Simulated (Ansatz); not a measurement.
**C (P6_3/mmc), a vibration from a frozen displacement**

All numbers below come from Ansatz, DFT r2SCAN, scalar-relativistic, plane waves, PAW. The runs took a 500 eV cutoff, a Γ-centred 12×12×4 mesh and Gaussian smearing (0.05 eV). No spin polarisation. Energies are free energies at this smearing, counted from the undisturbed cell; pressure is positive in compression.

The starting cell (relaxed at this level):

```xyz
8
Lattice="2.5098 0.0000 0.0000 -1.2549 2.1736 0.0000 0.0000 0.0000 8.2803" Properties=species:S:1:pos:R:3 pbc="T T T"
C     0.0000    0.0000    0.7695
C     0.0000    0.0000    4.9097
C     0.0000    0.0000    3.3706
C     0.0000    0.0000    7.5108
C     0.0000    1.4491    1.2876
C     1.2549    0.7245    5.4277
C     0.0000    1.4491    2.8526
C     1.2549    0.7245    6.9928
```

Atom 1 (C) is moved by x along the Cartesian unit vector (-0.500, -0.866, 0.000); the cell and all other atoms stay fixed. The cell's volume is 45.17 Å³; the moved atoms weigh 12.011 u together and the others 84.077 u. Some rows repeat others by symmetry and weren't run.

```
  x (Å)  ΔE (meV/cell) total force on the moved atoms along the move (eV/Å) pressure (GPa)
-0.3000        1733.42                                               11.2012          8.7262
-0.2625        1335.86                                                9.9781          6.6220
-0.2250         986.20                                                8.6581          4.8289
-0.1875         687.26                                                7.2768          3.3307
-0.1500         440.94                                                5.8550          2.1196
-0.1125         248.45                                                4.4078          1.1869
-0.0750         110.55                                                2.9454          0.5257
-0.0375          27.65                                                1.4746          0.1313
 0.0000           0.00                                                0.0000          0.0005
 0.0375          27.65                                               -1.4746          0.1313
 0.0750         110.55                                               -2.9454          0.5257
 0.1125         248.45                                               -4.4078          1.1869
 0.1500         440.94                                               -5.8550          2.1196
 0.1875         687.26                                               -7.2768          3.3307
 0.2250         986.20                                               -8.6581          4.8289
 0.2625        1335.86                                               -9.9781          6.6220
 0.3000        1733.42                                              -11.2012          8.7262
```

**Question.** What frequency belongs to this motion?

**Answer.** The force constant is k = −dF/dx = 39.322 eV/Å², from the parabola through x = -0.0375, 0 and 0.0375. In every cell the moved atoms swing against the rest, so the mass is μ = m₁m₂/(m₁ + m₂) = 10.510 u, and ν̃ = 521.5 cm⁻¹ × √(|k|/μ) = 1009 cm⁻¹. The pattern needn't be a normal mode: ν̃² is then a weighted mean of the squared nonzero frequencies at the zone centre of this cell, taken without macroscopic field, so it lies between the lowest and the highest of them.

**Question.** How far does the harmonic law reach?

**Answer.** At x = -0.300 Å, kx²/2 = 1769.48 meV against the computed 1733.42 meV (-2.0 %): the well is still close to harmonic there.

**Question.** The pressure changes with x². What does that say about the frequency under compression?

**Answer.** With E = k(V)x²/2, k ∝ V^(−2γ) and x scaling with the cell as V^(1/3), P − P0 = −∂E/∂V = (2γ − 2/3) ΔE/V. At x = 0.0750 Å, V(P − P0) = 45.17 × 0.52518 / 160.2 eV = 148.07 meV and ΔE = 110.55 meV, so γ = 1/3 + V(P − P0)/(2ΔE) = 1.00. This is the Grüneisen parameter of the motion under uniform scaling of the cell: shrinking the cell evenly by 1 % in volume raises the frequency by about 1.00 %.

Cost: 9 runs of about 8.1 core-minutes in all, on Arm Neoverse V2 (shared hosts).